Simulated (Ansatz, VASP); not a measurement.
**CdF2: VASP beside Ansatz**

```
Cd F
1.0
    -0.04814    2.64604    2.64604
     2.64604   -0.04814    2.64604
     2.64604    2.64604   -0.04814
Cd F
1 2
Direct
  0.00000 0.00000 0.00000
  0.25140 0.25140 0.25140
  0.74860 0.74860 0.74860
```

Change from the starting cell: shear_111 strain -2.7%.

Alike in both runs: task single point; functional PBE; k mesh 8 × 8 × 8; occupations fermi-dirac, width 0.02 eV; no spin polarisation.

|  | VASP | Ansatz |
| --- | --- | --- |
| version | VASP 6.6.1 | Ansatz 0.2.0 |
| potentials or method | VASP PAW PBE potentials, release 64 (Cd, F) | plane waves, PAW |
| plane-wave cutoff (eV) | 520 | 420 |
| valence electrons in the cell | 26 | 34 |

|  | VASP | Ansatz | Ansatz less VASP |
| --- | --- | --- | --- |
| gap on the k mesh at the Fermi level (eV) | 3.16 | 3.20 | +0.034 |
| pressure (GPa) | 9.8 | 8.9 | -0.89 |
| largest component of the traceless stress (GPa) | 0.52 | 0.46 | -0.060 |
| rms of the force components (eV/Å) | 0.010 | 0.004 | -0.0054 |

Atom by atom the forces differ by 0.005 eV/Å (rms over components). The two sets of potentials don't hold the same shells in valence.

A k mesh can miss the band edges.
